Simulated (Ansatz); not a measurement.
# Al (Fm-3m) in Ansatz: further runs

The runs below take Al through single point, equation of state, with PBEsol+D4.

All numbers are computed with Ansatz 0.2.0; they aren't measurements. Logs are shortened: lines on timing, memory, paths and dates and some standing lists are left out, and cuts for length are marked.

**The experiment to reproduce.**

From “The interpretation of polycrystalline coherent inelastic neutron scattering from aluminium”, 2013, pmc:3831299, for a bulk crystal of Al: bulk modulus 76.9 GPa.

The runs below are set against these values where they give the same quantity.

### 1 The crystal as given

It takes space group Fm-3m (No. 225, cubic). Conventional cell: a = 4.050 Å, b = 4.050 Å, c = 4.050 Å, α = 90.00°, β = 90.00°, γ = 90.00°. Around Al (site symmetry m-3m) lie 12 Al at 2.86 Å.

### 2 Single point, PBEsol+D4, 15.61 Å³/atom (volume scaled by 0.94)

input.yaml

```yaml
crystal:
  lattice:
    - [0.0, 1.9834708509, 1.9834708509]
    - [1.9834708509, 0.0, 1.9834708509]
    - [1.9834708509, 1.9834708509, 0.0]
  atoms:
    - { symbol: Al, position: [0.0, 0.0, 0.0] }
hamiltonian:
  xc: pbesol
  pseudopotentials: { kind: paw }
  dispersion: d4
kpoints:
  mp_grid: { grid: [11, 11, 11] }
scf:
  occupations: { method: fermi_dirac, width: 0.05 }
output:
  forces: true
  stress: true
  eigenvalues: true
```

Potentials or basis: Ansatz PAW.

Launch:

```console
$ ansatz run input.yaml --threads 2 --pin off --max-ram 5120MiB --backend cpu --events-out ev --progress --plain --runs-dir out
```

The program printed:

```text
Warning: RAYON_NUM_THREADS=2 ignored (pool sized by the plan → 2); use --threads N
Engine: ansatz 0.2.0, x86_64-unknown-linux-gnu
Pseudopotentials: kind: paw
Pseudopotential: Al, paw, valence charge 3, recommended cutoff 420 eV (normal), Al.paw.azcp
Functional definition: PBEsol
  exchange = pbesol_x
  correlation = pbesol_c
Crystal: 1 atoms, lattice volume = 15.607 Å³
Basis set: ecut = 420 eV, 307 PW (Γ), exchange–correlation on 40×40×40 points (8 copies of the dense FFT grid, shifted against one another)
Bands: 6, of which v1, the nominal top of the filled ones, is band 2 counted from 1 (1 counted from 0)
Symmetry: 48 space group operations
Space group: Fm-3m (ITA 225), of the structure as read, at distance tolerance 2.5e-5 Å
k-points: 56 of 1331
Non-local potential: Al, projectors of the file, l = 0: 2, l = 1: 2, l = 2: 1
PAW form: soft (Blöchl's): semilocal exchange-correlation on the pseudo side does not see the compensation charge
PAW frozen core: Al, regenerated for the run's functional, and the local potential with it (the file was generated under x = pbe(κ = 0.804, μ = 0.2195149727645171), c = pbe(β = 0.06672455060314922))
PAW one-centre angular grid: Al, 110 points (default); XC on 64 Gauss nodes
Initial density: superposition of atomic densities (neutral atoms: chi_scale 0, normalization atom), corrected by the library's trained network
Initial wavefunctions: pseudopotential atomic-orbital guess
Functional: x = pbesol(κ = 0.804, μ = 0.12345679012345678), c = pbesol(β = 0.046)
SCF iter   1: F=—  HF=-524.762887 eV  |F-HF|=—  |Δ(HF+E_count)|=         —  Δρ=9.82e-4  dr2=9.34e-5  ethr=1.77e-3  ⟨swp⟩=4.9  Hψ=2965  notcnv=0
preconditioner: auto → none  [metal: Δε(μ)=0.079 eV  Ē_g=13.687 eV  σ=0.050 eV  W_gap=0.37  n_scr=0 (ndim 8)  ℏωp=16.3 eV  f_vac=0.000  D(μ)=0.51/eV (n_scr^D=0)]
SCF iter   2: F=—  HF=-524.762884 eV  |F-HF|=—  |Δ(HF+E_count)|=   2.82e-6  Δρ=4.86e-4  dr2=2.22e-5  ethr=3.11e-6  ⟨swp⟩=1.4  Hψ=809  notcnv=0  defer=1
iter 3 did not close the SCF: its close was put off for the readings that it lacked (scf_convergence_deferred on its scf_iter line)
SCF iter   3: F=-524.762884 eV  HF=-524.762884 eV  |F-HF|=2.77e-9  |Δ(HF+E_count)|=   1.79e-7  Δρ=1.23e-5  dr2=1.85e-8  ethr=7.41e-7  ⟨swp⟩=1.0  Hψ=313  notcnv=0  defer=1
iter 4 did not close the SCF: its close was put off for the readings that it lacked (scf_convergence_deferred on its scf_iter line)
SCF iter   4: F=-524.762884 eV  HF=-524.762884 eV  |F-HF|=8.19e-12  |Δ(HF+E_count)|=   5.58e-9  Δρ=4.10e-6  dr2=1.73e-9  ethr=6.18e-10  ⟨swp⟩=1.9  Hψ=385  notcnv=0  defer=1
iter 5 did not close the SCF: its close was put off for the readings that it lacked (scf_convergence_deferred on its scf_iter line)
SCF iter   5: F=-524.762884 eV  HF=-524.762884 eV  |F-HF|=3.64e-12  |Δ(HF+E_count)|=  8.66e-11  Δρ=2.24e-7  dr2=7.96e-12  ethr=5.78e-11  ⟨swp⟩=1.0  Hψ=313  notcnv=0  defer=1
SCF iter   6: F=-524.762884 eV  HF=-524.762884 eV  |F-HF|=1.14e-13  |Δ(HF+E_count)|=  2.50e-12  Δρ=5.32e-8  dr2=4.46e-13  ethr=1.00e-12  ⟨swp⟩=2.0  Hψ=1116  notcnv=0
SCF 1 converged in 6 iterations: F = -524.762884 eV  dr2 = 4.46e-13
SCF converged after 6 iterations
Free energy (F): -524.762884 eV
Harris-Foulkes:  -524.762884 eV  (|F-HF|=1.14e-13)
Internal energy: -524.759024 eV  (E = F + TS)
E sigma→0 (E₀):  -524.760954 eV
Entropy (-TS):   -0.003860 eV (-3.860 meV/atom)
Fermi energy:    8.468388 eV
--- Per-component energies (eV) ---
  E_band       = 11.687455
  E_kinetic    = 23.677445
  E_local      = 10.611827  (includes V_loc(G=0)·N_el)
  E_nonlocal   = 10.505408
  E_hartree    = 0.113917
  E_xc         = -39.776021
  E_vxc        = -29.633330  (∫ρ·V_xc dr)
  E_paw        = -454.807838  (= ΣΔE_a)
  E_vpaw       = -3.701726  (= ΣTr[D̂ρ^β])
  E_aug_tail   = -0.000002  (compensation charges beyond the density's cutoff)
  E_ewald      = -74.891887
  E_disp       = -0.211012  (pairwise vdW)
  E_core_change = 0.019139  (= ΣΔE_core)
  E_smearing   = -0.003860  (= −TS)
  E_closure    = 0.000000  (closes the sum)
  Σ components = -524.762884   (vs F -524.762884, Δ=0.00e0)
--- Forces (eV/Å), atoms counted from 1 ---
  atom   1  Al     0.00000000     0.00000000    -0.00000000
  max |Σ_I F_I| component: 1.64e-32 eV/Å
--- Stress (GPa, compression-positive) ---
        1.347081      -0.000000      -0.000000
       -0.000000       1.347081      -0.000000
        0.000000      -0.000000       1.347081
  P = ⅓ Tr σ = 1.3471 GPa (13.471 kbar)
--- Band table (eV; the first three rows and the last of 56) ---
  k-point 0: bands = ["-3.0371", "21.2925", "21.2925", "21.2925", "23.2928", "23.2928"]
  k-point 1: bands = ["-2.8044", "18.4295", "20.7523", "20.7523", "23.8280", "24.1893"]
  k-point 2: bands = ["-2.1085", "14.6903", "20.0598", "20.0598", "23.5435", "24.9185"]
  k-point 55: bands = ["6.9978", "7.2607", "8.7778", "10.8524", "22.8309", "25.8632"]
```

It took 0.56 s on 2 threads of AMD EPYC 7R43 (Zen 3), shared host; peak memory 0.31 GiB.

What came out:

```yaml
Free_energy: -524.7629 eV
Pressure: 1.3 GPa
Band_gap_on_the_k_mesh: none (metal or under the smearing width)
```

Caveat: pairwise dispersion overbinds metals, which lowers pressure and volume; the PAW data sets come from PBE, with cores solved anew for the run's functional, which leaves a small shift of forces and pressure.

### 3 Single point, PBEsol+D4, 15.94 Å³/atom (volume scaled by 0.96)

input.yaml, as its differences from that of step 2:

```diff
@@ -2,5 +2,5 @@
   lattice:
-    - [0.0, 1.9834708509, 1.9834708509]
-    - [1.9834708509, 0.0, 1.9834708509]
-    - [1.9834708509, 1.9834708509, 0.0]
+    - [0.0, 1.9974394157, 1.9974394157]
+    - [1.9974394157, 0.0, 1.9974394157]
+    - [1.9974394157, 1.9974394157, 0.0]
   atoms:
```

Potentials or basis: Ansatz PAW.

Launch:

```console
$ ansatz run input.yaml --threads 2 --pin off --max-ram 5120MiB --backend cpu --events-out ev --progress --plain --runs-dir out
```

It took 0.53 s on 2 threads of AMD EPYC 7R43 (Zen 3), shared host; peak memory 0.3 GiB.

It converged, with:

```yaml
Free_energy: -524.7637 eV
Pressure: -0.5 GPa
Band_gap_on_the_k_mesh: none (metal or under the smearing width)
```

Caveat: pairwise dispersion overbinds metals, which lowers pressure and volume; the PAW data sets come from PBE, with cores solved anew for the run's functional, which leaves a small shift of forces and pressure.

### 4 Single point, PBEsol+D4, 16.27 Å³/atom (volume scaled by 0.98)

input.yaml, as its differences from that of step 3:

```diff
@@ -2,5 +2,5 @@
   lattice:
-    - [0.0, 1.9974394157, 1.9974394157]
-    - [1.9974394157, 0.0, 1.9974394157]
-    - [1.9974394157, 1.9974394157, 0.0]
+    - [0.0, 2.0112152952, 2.0112152952]
+    - [2.0112152952, 0.0, 2.0112152952]
+    - [2.0112152952, 2.0112152952, 0.0]
   atoms:
@@ -19 +19,5 @@
   eigenvalues: true
+  write_density: true
+  write_potential: true
+  elf: true
+  volumetric_format: npy
```

Launch:

```console
$ ansatz run input.yaml --threads 2 --pin off --max-ram 5120MiB --backend cpu --events-out ev --progress --plain --runs-dir out
```

Run time: 0.64 s. Hardware: 2 threads of AMD EPYC 7R43 (Zen 3), shared host; peak memory 0.31 GiB.

Results (log left out):

```yaml
Free_energy: -524.7608 eV
Pressure: -2.2 GPa
Band_gap_on_the_k_mesh: none (metal or under the smearing width)
```

Caveat: pairwise dispersion overbinds metals, which lowers pressure and volume; the PAW data sets come from PBE, with cores solved anew for the run's functional, which leaves a small shift of forces and pressure.

### 5 Single point, PBEsol+D4, 16.60 Å³/atom

input.yaml, as its differences from that of step 4:

```diff
@@ -2,5 +2,5 @@
   lattice:
-    - [0.0, 2.0112152952, 2.0112152952]
-    - [2.0112152952, 0.0, 2.0112152952]
-    - [2.0112152952, 2.0112152952, 0.0]
+    - [0.0, 2.024805, 2.024805]
+    - [2.024805, 0.0, 2.024805]
+    - [2.024805, 2.024805, 0.0]
   atoms:
```

Launch:

```console
$ ansatz run input.yaml --threads 2 --pin off --max-ram 5120MiB --backend cpu --events-out ev --progress --plain --runs-dir out
```

Wall time 0.69 s (2 threads of AMD EPYC 7R43 (Zen 3), shared host); peak memory 0.31 GiB.

The run converged. Its results:

```yaml
Free_energy: -524.7545 eV
Pressure: -3.8 GPa
Band_gap_on_the_k_mesh: none (metal or under the smearing width)
```

Caveat: pairwise dispersion overbinds metals, which lowers pressure and volume; the PAW data sets come from PBE, with cores solved anew for the run's functional, which leaves a small shift of forces and pressure.

### 6 Single point, PBEsol+D4, 16.93 Å³/atom (volume scaled by 1.02)

input.yaml

```yaml
crystal:
  lattice:
    - [0.0, 2.0382146954, 2.0382146954]
    - [2.0382146954, 0.0, 2.0382146954]
    - [2.0382146954, 2.0382146954, 0.0]
  atoms:
    - { symbol: Al, position: [0.0, 0.0, 0.0] }
hamiltonian:
  xc: pbesol
  pseudopotentials: { kind: paw }
  dispersion: d4
kpoints:
  mp_grid: { grid: [11, 11, 11] }
scf:
  occupations: { method: fermi_dirac, width: 0.05 }
output:
  forces: true
  stress: true
  eigenvalues: true
```

Potentials or basis: Ansatz PAW.

Launch:

```console
$ ansatz run input.yaml --threads 2 --pin off --max-ram 5120MiB --backend cpu --events-out ev --progress --plain --runs-dir out
```

It took 0.58 s on 2 threads of AMD EPYC 7R43 (Zen 3), shared host; peak memory 0.3 GiB.

Results (log left out):

- Free energy: -524.7453 eV
- Pressure: -5.1 GPa
- Band gap on the k mesh: none (metal or under the smearing width)

Caveat: pairwise dispersion overbinds metals, which lowers pressure and volume; the PAW data sets come from PBE, with cores solved anew for the run's functional, which leaves a small shift of forces and pressure.

### 7 Single point, PBEsol+D4, 17.27 Å³/atom (volume scaled by 1.04)

input.yaml, as its differences from that of step 6:

```diff
@@ -2,5 +2,5 @@
   lattice:
-    - [0.0, 2.0382146954, 2.0382146954]
-    - [2.0382146954, 0.0, 2.0382146954]
-    - [2.0382146954, 2.0382146954, 0.0]
+    - [0.0, 2.0514502267, 2.0514502267]
+    - [2.0514502267, 0.0, 2.0514502267]
+    - [2.0514502267, 2.0514502267, 0.0]
   atoms:
@@ -19 +19,5 @@
   eigenvalues: true
+  write_density: true
+  write_potential: true
+  elf: true
+  volumetric_format: npy
```

Launch:

```console
$ ansatz run input.yaml --threads 2 --pin off --max-ram 5120MiB --backend cpu --events-out ev --progress --plain --runs-dir out
```

Run time: 0.64 s. Hardware: 2 threads of AMD EPYC 7R43 (Zen 3), shared host; peak memory 0.3 GiB.

It converged, with:

```yaml
Free_energy: -524.7335 eV
Pressure: -6.3 GPa
Band_gap_on_the_k_mesh: none (metal or under the smearing width)
```

Caveat: pairwise dispersion overbinds metals, which lowers pressure and volume; the PAW data sets come from PBE, with cores solved anew for the run's functional, which leaves a small shift of forces and pressure.

### 8 Single point, PBEsol+D4, 17.60 Å³/atom (volume scaled by 1.06)

input.yaml, as its differences from that of step 7:

```diff
@@ -2,5 +2,5 @@
   lattice:
-    - [0.0, 2.0514502267, 2.0514502267]
-    - [2.0514502267, 0.0, 2.0514502267]
-    - [2.0514502267, 2.0514502267, 0.0]
+    - [0.0, 2.0645171409, 2.0645171409]
+    - [2.0645171409, 0.0, 2.0645171409]
+    - [2.0645171409, 2.0645171409, 0.0]
   atoms:
```

Launch:

```console
$ ansatz run input.yaml --threads 2 --pin off --max-ram 5120MiB --backend cpu --events-out ev --progress --plain --runs-dir out
```

It took 0.83 s on 2 threads of AMD EPYC 7R43 (Zen 3), shared host; peak memory 0.3 GiB.

It converged, with:

```
Free energy            : -524.7193 eV
Pressure               : -7.4 GPa
Band gap on the k mesh : none (metal or under the smearing width)
```

Caveat: pairwise dispersion overbinds metals, which lowers pressure and volume; the PAW data sets come from PBE, with cores solved anew for the run's functional, which leaves a small shift of forces and pressure.

### 9 Equation of state, PBEsol+D4

Potentials or basis: Ansatz PAW.

This step only gathers the single runs of the series.

Results:

| Item | Value |
| --- | --- |
| Equilibrium volume | 15.84 Å³/atom |
| Bulk modulus | 88 GPa |
| Pressure derivative of the bulk modulus | 4.4 |

Energy against volume, from the lowest point:
```tsv
volume (Å³/atom)	energy (meV/atom)
15.607	0.80
15.939	0.00
16.271	2.91
16.603	9.13
16.935	18.35
17.267	30.19
17.599	44.40
```

### 10 How close it comes

Step 9. A measured bulk modulus of Al is 76.9 GPa (quoted in “The interpretation of polycrystalline coherent inelastic neutron scattering from aluminium”, 2013, pmc:3831299); the calculated 88 GPa misses it by +15.1 %. The fit is for a static lattice scaled at fixed shape and fixed fractional positions. The cell as given is a measured one (16.60 Å³/atom); PBEsol+D4 puts the equilibrium volume -4.6 % from it, thermal expansion not counted.
